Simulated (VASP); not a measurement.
# SiO2 (P4_2/mnm) in VASP: elastic constants with RPBE

Aim: the elastic constants of SiO2 with RPBE.

Everything below comes from runs of VASP 6.6.1. Logs are shortened: lines on timing, memory, paths and dates and some standing lists are left out, and cuts for length are marked.

## Step 1: The structure

The structure is tetragonal, space group P4_2/mnm (No. 136). Conventional cell: a = 4.186 Å, b = 4.186 Å, c = 2.668 Å, α = 90.00°, β = 90.00°, γ = 90.00°. Around Si (site symmetry mmm) lie 6 O at 1.76 to 1.81 Å. O (site symmetry m2m) has 3 Si at 1.76 to 1.81 Å as nearest neighbours.

## Step 2: Elastic constants, RPBE

POSCAR

```
SiO2
1.0
    4.1865000000      0.0000000000      0.0000000000
    0.0000000000      4.1865000000      0.0000000000
    0.0000000000      0.0000000000      2.6684000000
Si O
2 4
Direct
    0.0000000000      0.0000000000      0.0000000000
    0.5000000000      0.5000000000      0.5000000000
    0.3059000000      0.3059000000      0.0000000000
    0.1941000000      0.8059000000      0.5000000000
    0.6941000000      0.6941000000      0.0000000000
    0.8059000000      0.1941000000      0.5000000000
```

INCAR.step1

```
ALGO = Fast
EDIFF = 1E-8
EDIFFG = -0.002
ENCUT = 600
GGA = RP
IBRION = 2
ISIF = 3
ISMEAR = 0
LASPH = True
LCHARG = False
LREAL = False
LWAVE = False
NELM = 100
NSW = 40
PREC = Accurate
SIGMA = 0.02
```

INCAR.step2

```
ALGO = Fast
EDIFF = 1E-8
ENCUT = 600
GGA = RP
IBRION = 6
ISIF = 3
ISMEAR = 0
LASPH = True
LCHARG = False
LREAL = False
LWAVE = False
NELM = 100
NFREE = 2
NSW = 1
POTIM = 0.015
PREC = Accurate
SIGMA = 0.02
```

KPOINTS

```
k-points
0
Gamma
  6 6 8
```

Potentials or basis: VASP PAW PBE potentials, release 64 (Si, O).

Launch:

```sh
$ cat potpaw_PBE.64/Si/POTCAR potpaw_PBE.64/O/POTCAR > POTCAR
$ cp INCAR.step1 INCAR
$ mpirun -np 1 vasp_std > vasp.out
$ cp CONTCAR POSCAR
$ cp INCAR.step2 INCAR
$ mpirun -np 1 vasp_std > vasp.out
```

OUTCAR:

```text
EDIFF = 1E-8
   ENCUT = 600
   GGA = RP
   IBRION = 6
   ISIF = 3
   ISMEAR = 0
   LASPH = True
   LREAL = False
   NELM = 100
   NFREE = 2
   NSW = 1
   POTIM = 0.015
   PREC = Accurate

 ion  position               nearest neighbor table
   1  0.000  0.000  0.000-   4 1.78   6 1.78   4 1.78   6 1.78   5 1.85   3 1.85
   2  0.500  0.500  0.500-   3 1.78   5 1.78   3 1.78   5 1.78   4 1.85   6 1.85
   3  0.307  0.307  0.000-   2 1.78   2 1.78   1 1.85
   4  0.193  0.807  0.500-   1 1.78   1 1.78   2 1.85
   5  0.693  0.693  0.000-   2 1.78   2 1.78   1 1.85
   6  0.807  0.193  0.500-   1 1.78   1 1.78   2 1.85

  LATTYP: Found a simple tetragonal cell.
 ALAT       =     4.2650111523
 C/A-ratio  =     0.6329350097

  Lattice vectors:

 A1 = (   4.2650111523,   0.0000000000,   0.0000000000)
 A2 = (   0.0000000000,   4.2650111523,   0.0000000000)
 A3 = (   0.0000000000,   0.0000000000,   2.6994748749)

Analysis of symmetry for initial positions (statically):
=====================================================================
 Subroutine PRICEL returns:
 Original cell was already a primitive cell.

 Routine SETGRP: Setting up the symmetry group for a
 simple tetragonal supercell.

 Subroutine GETGRP returns: Found 16 space group operations
 (whereof  8 operations were pure point group operations)
 out of a pool of 16 trial point group operations.

The static configuration has the point symmetry D_2h.
 The point group associated with its full space group is D_4h.

Analysis of symmetry for dynamics (positions and initial velocities):
=====================================================================
 Subroutine PRICEL returns:
 Original cell was already a primitive cell.

 Routine SETGRP: Setting up the symmetry group for a
 simple tetragonal supercell.

 Subroutine GETGRP returns: Found 16 space group operations
 (whereof  8 operations were pure point group operations)
 out of a pool of 16 trial point group operations.

The dynamic configuration has the point symmetry D_2h.
 The point group associated with its full space group is D_4h.

 Subroutine INISYM returns: Found 16 space group operations
 (whereof  8 operations are pure point group operations),
 and found     1 'primitive' translations

----------------------------------------------------------------------------------------

                                     Primitive cell

  volume of cell :      49.1043

  direct lattice vectors                    reciprocal lattice vectors
     4.265011152  0.000000000  0.000000000     0.234465975  0.000000000  0.000000000
     0.000000000  4.265011152  0.000000000     0.000000000  0.234465975  0.000000000
     0.000000000  0.000000000  2.699474875     0.000000000  0.000000000  0.370442418

  length of vectors
     4.265011152  4.265011152  2.699474875     0.234465975  0.234465975  0.370442418

  position of ions in fractional coordinates (direct lattice)
     0.000000000  0.000000000  0.000000000
     0.500000000  0.500000000  0.500000000
     0.307495001  0.307495001  0.000000000
     0.192504999  0.807495001  0.500000000
     0.692504999  0.692504999  0.000000000
     0.807495001  0.192504999  0.500000000

  ion indices of the primitive-cell ions
   primitive index   ion index
                 1           1
                 2           2
                 3           3
                 4           4
                 5           5
[... 130 lines left out ...]
  Direction    XX          YY          ZZ          XY          YZ          ZX
  --------------------------------------------------------------------------------------
  -------------------------------------------------------------------------------------
  Total       -0.0295291     -0.0295291     -0.0243689     -0.0000000      0.0000000      0.0000000
  in kB       -0.9634775     -0.9634775     -0.7951102     -0.0000000      0.0000000      0.0000000
  external PRESSURE =      -0.9073551 kB  Pullay stress =       0.0000000 kB
[... 101 lines left out ...]
  FREE ENERGIE OF THE ION-ELECTRON SYSTEM (eV)
  ---------------------------------------------------
  free  energy   TOTEN  =       -43.8807007389 eV

  energy  without entropy=      -43.8807007389  energy(sigma->0) =      -43.88070074

[... ionic steps 4 to 18 ...]

--------------------------------------- Ionic step       19  -------------------------------------------

 number of electron      32.0000004 magnetization

------------------------ aborting loop because EDIFF is reached ----------------------------------------
[... 75 lines left out ...]
--------------------------------------- Ionic step       21  -------------------------------------------

 number of electron      32.0000006 magnetization

 Free energy of the ion-electron system (eV)
  ---------------------------------------------------
  ext. energy  EPLUGINS =         0.00000000
  ---------------------------------------------------
  free energy    TOTEN  =       -43.89453216 eV

  energy without entropy =      -43.89453216  energy(sigma->0) =      -43.89453216

 E-fermi :   7.7210     XC(G=0): -11.7986

 val. band max:        7.6075497477   @ k =   0.0000   0.0000   0.0000
 cond. band min:      12.4588888956   @ k =   0.0000   0.0000   0.0000
 fundamental gap:      4.8513391479
 Fermi energy:         7.7209964170

 k-point     1 :       0.0000    0.0000    0.0000
  band No.  band energies     occupation
      1     -14.4763      2.00000
      2     -11.1360      2.00000
      3     -11.1357      2.00000
      4     -11.0174      2.00000
      5      -2.8419      2.00000
      6       1.4997      2.00000
[... 541 lines left out ...]
     19      17.7598      0.00000
     20      17.7749      0.00000

 [... further k-points ...]

------------------------ aborting loop because EDIFF is reached ----------------------------------------

  FORCE on cell =-STRESS in cart. coord.  units (eV):
  Direction    XX          YY          ZZ          XY          YZ          ZX
  --------------------------------------------------------------------------------------
  -------------------------------------------------------------------------------------
  Total       -0.0233481     -0.0233481     -0.0203433      0.0037601     -0.0312653     -0.0312653
  in kB       -0.7618029     -0.7618029     -0.6637606      0.1226838     -1.0201260     -1.0201265
  external PRESSURE =      -0.7291221 kB  Pullay stress =       0.0000000 kB
[... 21 lines left out ...]
  FREE ENERGIE OF THE ION-ELECTRON SYSTEM (eV)
  ---------------------------------------------------
  free  energy   TOTEN  =       -43.8945321579 eV

  energy  without entropy=      -43.8945321579  energy(sigma->0) =      -43.89453216

 INTERNAL STRAIN TENSORS FROM STRAINED CELLS
 ============================================

 INTERNAL STRAIN TENSOR FOR ION    1 for displacements in x,y,z  (eV/Angst):
          X           Y           Z          XY          YZ          ZX
  --------------------------------------------------------------------------------
  x    -0.00000    -0.00000     0.00000     0.00000     0.00000     0.00000
  y    -0.00000     0.00000    -0.00000     0.00000    -0.00000    -0.00000
  z     0.00000     0.00000    -0.00000     0.00000    -0.00000    -0.00000

 INTERNAL STRAIN TENSORS FROM DISPLACED ATOMS
 ============================================

 INTERNAL STRAIN TENSOR FOR ION    1 for displacements in x,y,z  (eV/Angst):
          X           Y           Z          XY          YZ          ZX
  --------------------------------------------------------------------------------
  x     0.00000     0.00000     0.00000     0.00000     0.00000     0.00000
  y     0.00000     0.00000     0.00000     0.00000     0.00000     0.00000
  z     0.00000     0.00000     0.00000     0.00000     0.00000     0.00000

 INTERNAL STRAIN TENSOR FOR ION    6 for displacements in x,y,z  (eV/Angst):
          X           Y           Z          XY          YZ          ZX
  --------------------------------------------------------------------------------
  x    10.02837     5.40426    -0.26792    -2.92650     0.00000     0.00000
  y    -5.40426   -10.02837     0.26792     2.92650     0.00000     0.00000
  z     0.00000     0.00000     0.00000     0.00000    -2.08475     2.08475

 Eigenvectors and eigenvalues of the dynamical matrix
 ----------------------------------------------------

   1 f  =   26.701411 THz   167.769911 2PiTHz  890.663187 cm-1   110.428112 meV
             X         Y         Z           dx          dy          dz
      0.000000  0.000000  0.000000     0.000000    0.000000    0.000000
      2.132506  2.132506  1.349737    -0.000000   -0.000000   -0.000000
      1.311470  1.311470  0.000000    -0.353553   -0.353553    0.000000
      0.821036  3.443975  1.349737    -0.353553    0.353553   -0.000000
      2.953542  2.953542  0.000000     0.353553    0.353553    0.000000
      3.443975  0.821036  1.349737     0.353553   -0.353553   -0.000000
[... 145 lines left out ...]
  18 f/i=    0.004491 THz     0.028217 2PiTHz    0.149800 cm-1     0.018573 meV
             X         Y         Z           dx          dy          dz
      0.000000  0.000000  0.000000    -0.058713   -0.480047   -0.000000
      2.132506  2.132506  1.349737    -0.058604   -0.480034   -0.000000
      1.311470  1.311470  0.000000    -0.044280   -0.362085   -0.000000
      0.821036  3.443975  1.349737    -0.044209   -0.362077   -0.000000
      2.953542  2.953542  0.000000    -0.044280   -0.362085   -0.000000
      3.443975  0.821036  1.349737    -0.044209   -0.362077   -0.000000

--------------------------------------------------------------------------------------------------------

 ELASTIC MODULI CONTR FROM IONIC RELAXATION (kBar)
 Direction    XX          YY          ZZ          XY          YZ          ZX
 --------------------------------------------------------------------------------
 XX        -989.0952    -62.5505     18.2574      0.0000     -0.0000     -0.0000
 YY         -62.5505   -989.0952     18.2574      0.0000      0.0000      0.0000
 ZZ          18.2574     18.2574     -0.6339     -0.0000      0.0000      0.0000
 XY           0.0000      0.0000     -0.0000    -47.8951      0.0000     -0.0000
 YZ          -0.0000      0.0000      0.0000      0.0000    -31.6299     -0.0000
 ZX          -0.0000      0.0000      0.0000     -0.0000     -0.0000    -31.6299
 --------------------------------------------------------------------------------

 TOTAL ELASTIC MODULI (kBar)
 Direction    XX          YY          ZZ          XY          YZ          ZX
 --------------------------------------------------------------------------------
 XX        3638.6459   1377.5350   1678.3376      0.0000     -0.0000     -0.0000
 YY        1377.5350   3638.6459   1678.3376      0.0000      0.0000      0.0000
 ZZ        1678.3376   1678.3376   6735.5733     -0.0000      0.0000      0.0000
 XY           0.0000      0.0000     -0.0000   2711.8848      0.0000     -0.0000
 YZ          -0.0000      0.0000      0.0000      0.0000   2207.1808     -0.0000
 ZX          -0.0000      0.0000      0.0000     -0.0000     -0.0000   2207.1808
 --------------------------------------------------------------------------------
```

It took 19 min on 1 thread of Intel Xeon Platinum 8375C at 2.90GHz (Ice Lake), shared host; peak memory 0.38 GiB.

Results:

* Relaxed volume: 8.18 Å³/atom
* Relaxed cell: a = 4.265 Å, b = 4.265 Å, c = 2.699 Å, α = 90.00°, β = 90.00°, γ = 90.00°
* Space group after relaxing (to 0.05 Å): P4_2/mnm (No. 136)
* Voigt bulk modulus: 261 GPa
* Highest phonon frequency at Γ, LO-TO splitting left out: 891 cm⁻¹

Step by step:
```
step  energy change (eV)  largest force (eV/Å)  pressure (GPa)  volume (Å³)
   1              0.0000                0.0877           14.01        46.77
   2              0.0389                0.5740          -13.79        51.54
   3             -0.0873                0.2412            0.05        48.85
   4             -0.0873                0.2352            0.30        48.81
   5             -0.0935                0.0082            0.22        49.00
   6             -0.0935                0.0403            0.21        49.02
   7             -0.0945                0.0079           -0.14        49.13
   8             -0.0945                0.0051           -0.12        49.12
   9             -0.0945                0.0044            0.12        49.09
  10             -0.0945                0.0001            0.01        49.10
```

Final structure:
```
CELL_PARAMETERS angstrom
4.26501 0.00000 0.00000
0.00000 4.26501 0.00000
0.00000 0.00000 2.69947
ATOMIC_POSITIONS crystal
Si 0.00000 0.00000 0.00000
Si 0.50000 0.50000 0.50000
O 0.30750 0.30750 0.00000
O 0.19251 0.80749 0.50000
O 0.69251 0.69251 0.00000
O 0.80749 0.19251 0.50000
```

Phonon frequencies in cm⁻¹ (negative: imaginary):
```tsv
q point	frequencies
(0.000, 0.000, 0.000)	0 0 0 226 368 412 412 520 520 552 552 570 623 709 715 791 791 891
```

Elastic tensor in Voigt notation (GPa, in the Cartesian axes of the cell as first typed):
```
364 138 168   0   0   0
138 364 168   0   0   0
168 168 674   0   0   0
  0   0   0 221   0   0
  0   0   0   0 221   0
  0   0   0   0   0 271
```

Clamped-ion elastic tensor (GPa):
```
463 144 166   0   0   0
144 463 166   0   0   0
166 166 674   0   0   0
  0   0   0 224   0   0
  0   0   0   0 224   0
  0   0   0   0   0 276
```

Caveat: the PAW data sets were made with another functional, which shifts forces and pressure a little.
